**Tersoff-Hamann STM of a 1T-ZrSe₂ monolayer against bias: forecast of the +0.45 V row**

The table holds mean density, contrast, corrugation, brightest site and apparent barrier at seven biases, from plane-wave PAW PBE+D3 (Ansatz 0.2.0) without spin-orbit coupling. The program compares each barrier with the greatest depth of its window below vacuum and tests a parabolic conduction valley at M with an assumed edge of 0.25 eV, fitted to the +0.8 and +1.4 V rows. It also checks corrugation ≈ ln(contrast)/2κ, which the six known rows follow with a mean ratio of 1.082. For the withheld +0.45 V row the barrier (7.34 forecast, 7.398 eV computed), log density (−5.16, −5.089) and corrugation (0.81, 0.917 Å) fall inside their ranges, while the contrast (8.0, 12.7) falls outside. The single-valley model also fails for barrier, contrast and corrugation at the unfitted +2.0 V row.

Tersoff-Hamann STM of a relaxed free-standing ZrSe₂ monolayer, from Ansatz 0.2.0 with scalar-relativistic PBE+D3(BJ), PAW, no spin polarisation, a 420 eV cutoff, a 33 × 33 × 1 k mesh and 0.05 eV Gaussian smearing. Bias is counted from mid-gap. Except for the barrier, results refer to the plane 3 Å above the topmost nucleus, whose mean density is the set point for the corrugation.

## Analysis program

```python
# Table: Tersoff-Hamann STM of a 1T-ZrSe2 monolayer against bias (Ansatz 0.2.0, PBE+D3, PAW slab).
# Tested: vacuum decay with in-plane momentum, step-like 2D valley at M, corrugation = ln(contrast)/(2 kappa).
T = {
    'bias': [-2.2, -1.4, -0.8, 0.45, 0.8, 1.4, 2.0],  # V
    'image_log10_mean_density': [-3.905, -4.083, -6.554, -5.089, -4.614, -4.194, -3.712],  # log10 of e/angstrom^3
    'image_bright_over_dark': [4.775, 3.47, 7.663, 12.724, 7.062, 6.133, 2.643],
    'image_corrugation': [0.612, 0.508, 0.678, 0.917, 0.815, 0.882, 0.504],  # angstrom
    'image_brightest_over': ['Se', 'Se', 'between', 'Se', 'Se', 'Se', 'Se'],
    'image_apparent_barrier_at_4_angstrom': [7.244, 6.666, 8.16, 7.398, 6.436, 5.666, 4.194],  # eV
}
HELD = [3]  # rows withheld from the fit
import numpy as np
from scipy import constants as C
from scipy.optimize import minimize_scalar
arr = lambda k: np.array([np.nan if x is None else float(x) for x in T[k]])
V = arr('bias'); L = arr('image_log10_mean_density'); R = arr('image_bright_over_dark')
Z = arr('image_corrugation'); P = arr('image_apparent_barrier_at_4_angstrom')
W = 5.33473; a = 3.756  # vacuum level (eV) and cell length (A), results of the same run
h = C.hbar**2/(2*C.m_e)/C.e*1e20; kM = 2*np.pi/(np.sqrt(3)*a)
kap = lambda p: np.sqrt(p/h)
K = [i for i in range(len(V)) if i not in HELD]
ix = lambda v: [i for i in K if abs(V[i]-v) < 1e-6][0]
m22, m14, m08, p, q, r = [ix(v) for v in (-2.2, -1.4, -0.8, 0.8, 1.4, 2.0)]
print(f"hbar^2/2m {h:.3f} eV A^2; k at M {kM:.3f} 1/A; kinetic term at M {h*kM**2:.2f} eV; table rounding 0.0005")
print("bias V | site | barrier | greatest depth | excess eV | kappa 1/A | lnR/2kappa A | corrugation A | ratio")
ex = {}; f = []
for i in K:
    dep = W+max(-V[i], 0); ex[i] = P[i]-dep; g = np.log(R[i])/(2*kap(P[i])); f.append(Z[i]/g)
    print(f"{V[i]:+.2f} | {T['image_brightest_over'][i]} | {P[i]:.3f} | {dep:.2f} | {ex[i]:+.2f} | {kap(P[i]):.3f} | {g:.3f} | {Z[i]:.3f} | {f[-1]:.3f}")
fm = np.mean(f)
print(f"corrugation ratio: mean {fm:.3f}, spread {np.std(f, ddof=1):.3f}, worst row {V[K[int(np.argmax(abs(np.array(f)-fm)))]]:+.2f} V")
for i, j in ((m08, m14), (m14, m22), (p, q), (q, r)):
    print(f"density {V[i]:+.1f} V / {V[j]:+.1f} V = {100*10**(L[i]-L[j]):.2f} % (factor {10**(L[j]-L[i]):.2f})")
print(f"density span of known rows: factor {10**(L[K].max()-L[K].min()):.0f}")
def model(Ec):
    bar = lambda v, c: W-(v+Ec)/2+h*(kM-c*np.sqrt(v-Ec))**2
    c = minimize_scalar(lambda c: sum((bar(V[i], c)-P[i])**2 for i in (p, q)), bounds=(0, 0.8), method='bounded').x
    d = np.log(10**(L[q]-L[p])*(V[p]-Ec)/(V[q]-Ec))/(2*(kap(P[p])-kap(P[q])))
    s = np.log(R[q]/R[p])/(np.sqrt(V[q]-Ec)-np.sqrt(V[p]-Ec))
    def pred(v):
        b = bar(v, c)
        l = L[p]+np.log10((v-Ec)/(V[p]-Ec))-2*d*(kap(b)-kap(P[p]))/np.log(10)
        lr = np.log(R[p])+s*(np.sqrt(v-Ec)-np.sqrt(V[p]-Ec))
        return l, b, np.exp(lr), fm*lr/(2*kap(b))
    return c, d, s, pred
Ec0 = 0.25  # rough recalled half PBE gap (eV); not an output of the run
c, d, s, pred = model(Ec0)
print(f"edge assumed {Ec0} eV: c {c:.3f} 1/(A eV^0.5), d {d:.2f} A, contrast slope {s:.3f} eV^-0.5")
for i in (p, q):
    k = np.sqrt((P[i]-W+(V[i]+Ec0)/2)/h)
    print(f"fit row {V[i]:+.1f} V: barrier model {pred(V[i])[1]:.3f}, residual {P[i]-pred(V[i])[1]:+.3f} eV, effective k {k:.2f} 1/A")
o = pred(V[r])
print(f"unfitted +2.0 V model/table: log n {o[0]:.2f}/{L[r]:.2f}, barrier {o[1]:.2f}/{P[r]:.2f}, contrast {o[2]:.2f}/{R[r]:.2f}, corr {o[3]:.2f}/{Z[r]:.2f}")
assert ex[m08] > 0 and ex[p] > ex[q] > 0 > ex[r]
assert ex[m14] < 0 and ex[m22] < 0
assert all(0.9 < x < 1.25 for x in f)
assert L[p] < L[q] < L[r] and L[m08] < L[m14]-2
names = ('log10 density', 'barrier eV', 'contrast', 'corrugation A'); cols = (L, P, R, Z)
for i in HELD:
    v = V[i]; o = pred(v)
    print(f"withheld row {v:+.2f} V; pure-M barrier {W-(v+Ec0)/2+h*kM**2:.2f} eV")
    for e in (0.15, 0.35):
        t = model(e); x = t[3](v)
        print(f" edge {e} eV (c {t[0]:.2f}, d {t[1]:.2f} A): log n {x[0]:.2f}, barrier {x[1]:.2f}, contrast {x[2]:.2f}, corr {x[3]:.2f}")
    rng = ((o[0]-.25, o[0]+.25), (o[1]-.5, o[1]+.5), (o[2]/1.35, o[2]*1.35), (o[3]-.13, o[3]+.13))  # judged bars
    lin = [y[p]+(y[q]-y[p])*(v-V[p])/(V[q]-V[p]) for y in cols]
    for n, x, g, li in zip(names, o, rng, lin):
        print(f" forecast {n}: {x:.2f}, range {g[0]:.2f} to {g[1]:.2f}; straight line {li:.2f}")
    for n, x, g, li, y in zip(names, o, rng, lin, cols):
        if np.isnan(y[i]):
            print(f" computed {n}: no value"); continue
        w = 'inside' if g[0] <= y[i] <= g[1] else 'outside'
        print(f" computed {n}: {y[i]:.3f}, miss {y[i]-x:+.3f} ({w} range), line miss {y[i]-li:+.3f}, change from +0.8 V {y[i]-y[p]:+.3f}")
    if not np.isnan(L[i]+P[i]+R[i]+Z[i]):
        g = np.log(R[i])/(2*kap(P[i])); k = np.sqrt(max(P[i]-W+(v+Ec0)/2, 0)/h)
        print(f" revealed: lnR/2kappa {g:.3f} A, ratio {Z[i]/g:.3f}; excess {P[i]-W:+.2f} eV; effective k {k:.2f} 1/A")
        print(f" density computed/forecast {10**(L[i]-o[0]):.2f}; share of +0.8 V {100*10**(L[i]-L[p]):.1f} %; over -0.8 V {10**(L[i]-L[m08]):.1f}; contrast computed/forecast {R[i]/o[2]:.2f}")
```

Running it gives:

```
hbar^2/2m 3.810 eV A^2; k at M 0.966 1/A; kinetic term at M 3.55 eV; table rounding 0.0005
bias V | site | barrier | greatest depth | excess eV | kappa 1/A | lnR/2kappa A | corrugation A | ratio
-2.20 | Se | 7.244 | 7.53 | -0.29 | 1.379 | 0.567 | 0.612 | 1.080
-1.40 | Se | 6.666 | 6.73 | -0.07 | 1.323 | 0.470 | 0.508 | 1.080
-0.80 | between | 8.160 | 6.13 | +2.03 | 1.463 | 0.696 | 0.678 | 0.974
+0.80 | Se | 6.436 | 5.33 | +1.10 | 1.300 | 0.752 | 0.815 | 1.084
+1.40 | Se | 5.666 | 5.33 | +0.33 | 1.219 | 0.744 | 0.882 | 1.186
+2.00 | Se | 4.194 | 5.33 | -1.14 | 1.049 | 0.463 | 0.504 | 1.088
corrugation ratio: mean 1.082, spread 0.067, worst row -0.80 V
density -0.8 V / -1.4 V = 0.34 % (factor 295.80)
density -1.4 V / -2.2 V = 66.37 % (factor 1.51)
density +0.8 V / +1.4 V = 38.02 % (factor 2.63)
density +1.4 V / +2.0 V = 32.96 % (factor 3.03)
density span of known rows: factor 695
edge assumed 0.25 eV: c 0.401 1/(A eV^0.5), d 1.43 A, contrast slope -0.426 eV^-0.5
fit row +0.8 V: barrier model 6.510, residual -0.074 eV, effective k 0.65 1/A
fit row +1.4 V: barrier model 5.602, residual +0.064 eV, effective k 0.55 1/A
unfitted +2.0 V model/table: log n -3.91/-3.71, barrier 4.93/4.19, contrast 5.51/2.64, corr 0.81/0.50
withheld row +0.45 V; pure-M barrier 8.54 eV
 edge 0.15 eV (c 0.39, d 1.95 A): log n -5.08, barrier 7.19, contrast 7.94, corr 0.82
 edge 0.35 eV (c 0.42, d 0.75 A): log n -5.34, barrier 7.59, contrast 8.13, corr 0.80
 forecast log10 density: -5.16, range -5.41 to -4.91; straight line -4.86
 forecast barrier eV: 7.34, range 6.84 to 7.84; straight line 6.89
 forecast contrast: 8.01, range 5.93 to 10.81; straight line 7.60
 forecast corrugation A: 0.81, range 0.68 to 0.94; straight line 0.78
 computed log10 density: -5.089, miss +0.074 (inside range), line miss -0.230, change from +0.8 V -0.475
 computed barrier eV: 7.398, miss +0.058 (inside range), line miss +0.513, change from +0.8 V +0.962
 computed contrast: 12.724, miss +4.717 (outside range), line miss +5.120, change from +0.8 V +5.662
 computed corrugation A: 0.917, miss +0.106 (inside range), line miss +0.141, change from +0.8 V +0.102
 revealed: lnR/2kappa 0.913 A, ratio 1.005; excess +2.06 eV; effective k 0.80 1/A
 density computed/forecast 1.19; share of +0.8 V 33.5 %; over -0.8 V 29.2; contrast computed/forecast 1.59
```
